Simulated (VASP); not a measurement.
VASP 6.6.1 run: BN

INCAR

```
LWAVE = .FALSE.
NSW = 0
LCHARG = .FALSE.
NELM = 82
LREAL = .TRUE.
GGA = PE
SIGMA = 0.02
ENCUT = 520
PREC = Accurate
ISMEAR = -1
LASPH = .TRUE.
IBRION = -1
ISIF = 2
NBANDS = 16
EDIFF = 1E-7
```

KPOINTS

```
KPOINTS created by Atomic Simulation Environment
0
Gamma
12 12 6
0 0 0
```

POSCAR

```
B  N
 1.0000000000000000
     2.5185104995703020    0.0000000000000000    0.0000000000000000
    -1.2592552497851510    2.1810940723257195    0.0000000000000000
     0.0000000000000000    0.0000000000000000    4.1657371880999996
 B   N
   2   2
Cartesian
  0.0000000000000000  1.4540627148838130  0.0013092728590888
  1.2592552497851510  0.7270313574419065  2.0841778669090889
  0.0000000000000000  1.4540627148838130  1.5608421726784112
  1.2592552497851510  0.7270313574419065  3.6437107667284110
```

The recommended PBE PAW datasets give the neutral cell 16 valence electrons.

Command

```
mpirun -np 1 vasp_std
```

OSZICAR

```
N       E                     dE             d eps       ncg     rms          rms(c)
DAV:   1     0.399619743859E+02    0.39962E+02   -0.83157E+03  2440   0.973E+02
DAV:   2    -0.345581663156E+02   -0.74520E+02   -0.69673E+02  3504   0.235E+02
DAV:   3    -0.368773139737E+02   -0.23191E+01   -0.23131E+01  2824   0.375E+01
DAV:   4    -0.368826345330E+02   -0.53206E-02   -0.53202E-02  2928   0.204E+00
DAV:   5    -0.368826485977E+02   -0.14065E-04   -0.14065E-04  2728   0.962E-02    0.971E+00
DAV:   6    -0.350268262792E+02    0.18558E+01   -0.22500E+00  3088   0.137E+01    0.460E+00
DAV:   7    -0.348672665866E+02    0.15956E+00   -0.34795E-01  3152   0.475E+00    0.273E+00
DAV:   8    -0.348374915535E+02    0.29775E-01   -0.53236E-02  2792   0.191E+00    0.261E-01
DAV:   9    -0.348364606289E+02    0.10309E-02   -0.18902E-03  2832   0.521E-01    0.139E-01
DAV:  10    -0.348367196000E+02   -0.25897E-03   -0.44350E-04  2856   0.167E-01    0.252E-02
DAV:  11    -0.348367263094E+02   -0.67094E-05   -0.33025E-05  3024   0.556E-02    0.148E-02
DAV:  12    -0.348367270319E+02   -0.72253E-06   -0.56332E-06  2928   0.238E-02    0.198E-03
DAV:  13    -0.348367271167E+02   -0.84777E-07   -0.15992E-07  2120   0.396E-03
   1 F= -.34836727E+02 E0= -.34836727E+02  d E =-.113156E-12
```

Standard output (part)

```
POSCAR found type information on POSCAR B N
 POSCAR found :  2 types and       4 ions
|     You have a (more or less) 'small supercell' and for smaller cells       |
|     it is recommended to use the reciprocal-space projection scheme!        |
|     The real-space optimization is not efficient for small cells and it     |
|     is also less accurate ...                                               |
|     Therefore, set LREAL=.FALSE. in the INCAR file.                         |
|     The real-space projection scheme for the treatment of the non-local     |
|     real-space optimization of all non-local projectors! BE WARNED that     |
|     a calculation using the real-space projection scheme together with      |
|     non-local projectors which were not real-space optimized (according     |
|     to the plane-wave cutoff used in this calculation) might give more      |
|     or less inaccurate results. I hope you know what you are doing.         |
 LDA part: xc-table for (Slater+PW92), standard interpolation
 POSCAR, INCAR and KPOINTS ok, starting setup
 WAVECAR not read
 entering main loop
```

From OUTCAR

```
k-points           NKPTS =     76   k-points in BZ     NKDIM =     76   number of bands    NBANDS=     16

   NELECT =      16.0000    total number of electrons

   dimension x,y,z NGX =    20 NGY =   20 NGZ =   32
   dimension x,y,z NGXF=    40 NGYF=   40 NGZF=   64

  energy-cutoff  :      520.00
  volume of cell :       22.88
      direct lattice vectors                 reciprocal lattice vectors
     2.518510500  0.000000000  0.000000000     0.397060088  0.229242749  0.000000000
    -1.259255250  2.181094072  0.000000000     0.000000000  0.458485497  0.000000000
     0.000000000  0.000000000  4.165737188     0.000000000  0.000000000  0.240053550

 k-points in reciprocal lattice and weights: KPOINTS created by Atomic Simulation Env
   0.00000000  0.00000000  0.00000000       0.001
   0.08333333 -0.00000000  0.00000000       0.007
   0.16666667  0.00000000  0.00000000       0.007
   0.25000000  0.00000000  0.00000000       0.007
   0.33333333  0.00000000  0.00000000       0.007
   0.41666667 -0.00000000  0.00000000       0.007
   0.50000000  0.00000000  0.00000000       0.003
   0.08333333  0.08333333  0.00000000       0.007
   ...

 E-fermi :   8.4438

 k-point     1 :       0.0000    0.0000    0.0000
  band No.  band energies     occupation
      1     -12.8264      2.00000
      2      -8.5246      2.00000
      3      -3.2652      2.00000
      4       5.7729      2.00000
      5       5.7729      2.00000
      6       7.6717      2.00000
      7       7.9691      2.00000
      8       7.9691      2.00000
      9      16.4705      0.00000
     10      16.4705      0.00000
     11      16.7599      0.00000
     12      17.8983      0.00000
     13      19.2427      0.00000
     14      20.1148      0.00000
     15      20.1148      0.00000
     16      24.5992      0.00000

 k-point     2 :       0.0833   -0.0000    0.0000
  band No.  band energies     occupation
      1     -12.6711      2.00000
      2      -8.4046      2.00000
      3      -3.1120      2.00000
      4       5.0668      2.00000
      5       5.4795      2.00000
      6       7.3850      2.00000
      7       7.5210      2.00000
      8       7.8062      2.00000
      9      16.2410      0.00000
     10      16.7845      0.00000
     11      17.0170      0.00000
     12      18.3831      0.00000
     13      19.7067      0.00000
     14      20.2316      0.00000
     15      20.5732      0.00000
     16      24.3519      0.00000

 k-point     3 :       0.1667    0.0000    0.0000
  band No.  band energies     occupation
      1     -12.2103      2.00000
      2      -8.0612      2.00000
      3      -2.6584      2.00000
      4       3.3655      2.00000
      5       4.7924      2.00000
      6       5.9484      2.00000
      7       7.0547      2.00000
      8       7.3600      2.00000
      9      15.8335      0.00000
     10      17.4085      0.00000
     11      17.5266      0.00000
     12      19.2296      0.00000
     13      20.1529      0.00000
     14      21.3382      0.00000
     15      21.7653      0.00000
     16      23.6152      0.00000

 ...

  Total        1.6524056      1.6524056      0.6738028      0.0000000      0.0000000      0.0000000
  in kB      115.6956974    115.6956974     47.1773277      0.0000000      0.0000000      0.0000000
  external PRESSURE =      92.8562408 kB  Pullay stress =       0.0000000 kB

 POSITION                                       TOTAL-FORCE (eV/Angst)
 -----------------------------------------------------------------------------------
      0.00000      1.45406      0.00131        -0.000000     -0.000000      0.054071
      1.25926      0.72703      2.08418        -0.000000      0.000000      0.054071
      0.00000      1.45406      1.56084        -0.000000      0.000000     -0.054071
      1.25926      0.72703      3.64371         0.000000      0.000000     -0.054071
 -----------------------------------------------------------------------------------
    total drift:                                0.000000      0.000000      0.031666

  FREE ENERGIE OF THE ION-ELECTRON SYSTEM (eV)
  ---------------------------------------------------
  free  energy   TOTEN  =       -34.8367271167 eV

  energy  without entropy=      -34.8367271167  energy(sigma->0) =      -34.83672712
```

It converged. Results: gap between bands v and c on the k mesh 5.13 eV; least direct gap on the k mesh 8.43 eV; pressure 9.3 GPa; largest force 0.05 eV/Å. Band v is the last that the valence electrons fill when counted band by band, and c is the next.

These settings aren't sound, so the numbers aren't properties of the crystal.

On sound settings PBE gives a gap of 5.13 eV on its mesh and a pressure of 17.4 GPa for the intended cell.

The run took about 39 s on one core of a shared host (Intel Xeon Platinum 8488C) and held 0.14 GiB at most.
